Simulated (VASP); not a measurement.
# PtS2 (P-3m1) in VASP: notebook, part 3 of 3

VASP 6.6.1. Earlier steps stand in the parts before.

## 6. G0W0 quasiparticle levels, PBE

The input, POSCAR:

```
PtS2
1.0
    3.5432000000      0.0000000000      0.0000000000
   -1.7716000000      3.0685012107      0.0000000000
    0.0000000000      0.0000000000      5.0388000000
Pt S
1 2
Direct
    0.0000000000      0.0000000000      0.0000000000
    0.6666666667      0.3333333333      0.7730000000
    0.3333333333      0.6666666667      0.2270000000
```

The input, INCAR.step1:

```
ALGO = Normal
EDIFF = 1E-8
ENCUT = 450
GGA = PE
ISMEAR = 0
LASPH = T
LCHARG = F
LREAL = F
LWAVE = T
NELM = 80
PREC = Accurate
SIGMA = 0.01
```

The input, INCAR.step2:

```
ALGO = Exact
EDIFF = 1E-8
ENCUT = 450
GGA = PE
ISMEAR = 0
ISTART = 1
LASPH = T
LCHARG = F
LOPTICS = T
LREAL = F
LWAVE = T
NBANDS = 339
NELM = 1
PREC = Accurate
SIGMA = 0.01
```

The input, INCAR.step3:

```
ALGO = EVGW0
EDIFF = 1E-8
ENCUT = 450
ENCUTGW = 100
GGA = PE
ISMEAR = 0
ISTART = 1
LASPH = T
LCHARG = F
LREAL = F
LWAVE = F
NBANDS = 339
NBANDSGW = 19
NELMGW = 1
NOMEGA = 48
PREC = Accurate
PRECFOCK = Fast
SIGMA = 0.01
```

The input, KPOINTS:

```
k-points
0
Gamma
  3 3 2
```

Potentials or basis: VASP PAW PBE potentials, release 64 (Pt_GW, S_GW).

Command:

```bash
$ cat potpaw_PBE.64/Pt_GW/POTCAR potpaw_PBE.64/S_GW/POTCAR > POTCAR
$ cp INCAR.step1 INCAR
$ mpirun -np 1 vasp_std > vasp.out
$ cp INCAR.step2 INCAR
$ mpirun -np 1 vasp_std > vasp.out
$ cp INCAR.step3 INCAR
$ mpirun -np 1 vasp_std > vasp.out
```

OUTCAR:

```text
EDIFF = 1E-8
   ENCUT = 450
   ENCUTGW = 100
   GGA = PE
   ISMEAR = 0
   ISTART = 1
   LASPH = T
   LREAL = F
   NELMGW = 1
   PREC = Accurate
   PRECFOCK = Fast

 Found      6 irreducible k-points:

 Following reciprocal coordinates:
            Coordinates               Weight
  0.000000  0.000000  0.000000      1.000000
  0.333333 -0.000000  0.000000      6.000000
  0.333333  0.333333  0.000000      2.000000
  0.000000  0.000000  0.500000      1.000000
  0.333333 -0.000000  0.500000      6.000000
  0.333333  0.333333  0.500000      2.000000
   k-points           NKPTS =      6   k-points in BZ     NKDIM =     18   number of bands    NBANDS=    339
   number of dos      NEDOS =    301   number of ions     NIONS =      3
   total plane-waves  NPLWV =  28224
   dimension x,y,z NGX =    28 NGY =   28 NGZ =   36
   dimension x,y,z NGXF=    56 NGYF=   56 NGZF=   72
   ions per type =               1   2
   NGX,Y,Z   is equivalent  to a cutoff of  13.14, 13.14, 11.88 a.u.
   NGXF,Y,Z  is equivalent  to a cutoff of  26.28, 26.28, 23.76 a.u.
 SYSTEM =  unknown system
[... 31 lines left out ...]
  Fermi-wavevector in a.u.,A,eV,Ry     =   1.207812  2.282434 19.848315  1.458810
  Thomas-Fermi vector in A             =   2.343439
   LORBIT       =      0    0 simple, 1 ext, 2 COOP (PROOUT), +10 PAW based schemes
   GGA     = PE    functional components
   LHFCALC =     T    Hartree Fock is set to
   PRECFOCK=fast      Normal, Fast or Accurate (Low or Medium for compatibility)
   ENCUT4O =  -1.0   cutoff for four orbital integrals eV
   NKREDX  =     1    reduce k-point grid by
   NKREDY  =     1    reduce k-point grid by
   NKREDZ  =     1    reduce k-point grid by
   AEXX    =    1.0000 exact exchange contribution
   HFSCREEN=    0.0000 screening length (either q_TF or 0.3 A-1)
   HFSCREENC=   0.0000 screening length for correlation (either q_TF or 0.3 A-1)
   ENCUTFOCK=  -1.0 apply spherical cutoff to Coloumb kernel
   IVDW    =     0    specifies the selected vdW correction
   LEPSILON=     F    determine dielectric tensor
   LRPA    =     F    only Hartree local field effects (RPA)
   LRPAFORCE           =     F    calculate RPA forces
   ENCUTGW             = 100.0    cutoff for response function in eV
   ENCUTGWSOFT         =  80.0    soft cutoff for Coulomb kernel in GW response function in eV
   ENCUTLF             =  -1.0    cutoff for local field effects
   NELMGW              =     1    number of iterations in solving QP/BSE equation
   NELMHF              =     1    number of iterations in the inner HF iteration
   NKREDLFX            =     1    NKREDLFY  =   1   NKREDLFZ  =   1
 non-spin polarized calculation
 Gauss-broadening in eV      SIGMA  =   0.01
  energy-cutoff  :      450.00
  volume of cell :       54.78
 maximum number of plane-waves:      1206
 NGX is ok and might be reduce to    28
  NGX = 14; NGY = 14; NGZ = 20
   NGX = 13   NGY = 13   NGZ = 17
 maximum number of plane-waves:       123
 NGX is ok and might be reduce to    14

 QP shifts <psi_nk| G(iteration)W_0 |psi_nk>: iteration 1
 for sc-GW calculations column KS-energies equals QP-energies in previous step
 and V_xc(KS)=  KS-energies - (<T + V_ion + V_H > + <T+V_H+V_ion>^1  + <V_x>^1)

 k-point   1 :       0.0000    0.0000    0.0000
  band No.  KS-energies  QP-energies   sigma(KS)   V_xc(KS)     V^pw_x(r,r')   Z            occupation Imag(sigma)

      1      -8.8583      -8.9679     -13.3328     -13.1655     -21.5013       0.6553       2.0000       1.4922
      2      -5.6146      -5.9022     -14.4403     -14.0187     -21.2108       0.6823       2.0000       0.9752
      3      -0.3200      -0.8565     -13.9024     -13.1494     -18.0534       0.7125       2.0000       0.4698
      4      -0.3200      -0.8565     -13.9024     -13.1494     -18.0534       0.7125       2.0000       0.4698
      5      -0.2003      -0.7836     -12.8117     -11.9905     -17.6611       0.7102       2.0000       0.7115
      6       2.7428       2.0670     -13.8725     -12.9259     -18.0349       0.7139       2.0000       0.2613
[... 113 lines left out ...]
      5       0.2052      -0.3097     -13.4905     -12.7892     -17.2706       0.7342       2.0000       0.4940
      6       2.3307       1.8264     -13.9567     -13.2671     -17.4454       0.7313       2.0000       0.3489
[... 11 lines left out ...]
     18      17.2992      17.5145     -10.8706     -11.1543      -5.1629       0.7587       0.0000      -0.2874
     19      17.2992      17.5145     -10.8706     -11.1543      -5.1629       0.7587       0.0000      -0.2874
```

Run time: 2.6 min. Hardware: 1 thread of Intel Xeon Platinum 8488C (Sapphire Rapids), shared host; peak memory 0.4 GiB.

The run converged, but some of its settings lie outside the range that counts as converged, so its numbers aren't taken as properties of the crystal.

What came out:

```
Band gap on the k mesh, mean-field level : 1.18 eV, indirect (least direct gap 2.40 eV)
Quasiparticle gap                        : 1.65 eV
Least direct quasiparticle gap           : 3.01 eV
```

Caveat: the k mesh is coarse (spacing up to 0.68 Å⁻¹), so the values aren't converged; bands, screening cutoff and mesh are small and nothing is extrapolated, so the quasiparticle values aren't converged; spin-orbit coupling is left out, which moves the levels of the heavy elements; an odd mesh through Γ misses points on the zone boundary, where band edges often lie.

## 7. For comparison

An earlier run on the cell as given: functional PBEsol; potentials or basis VASP PAW PBE potentials, release 64 (Pt, S); cutoff 520 eV; k mesh 9 × 9 × 5; occupations fermi-dirac, width 0.05 eV; no spin polarisation.

* Pressure: 6.1 GPa
* Largest force: 0.930 eV/Å
* Band gap on the k mesh: 0.96 eV, indirect (least direct gap 1.00 eV)
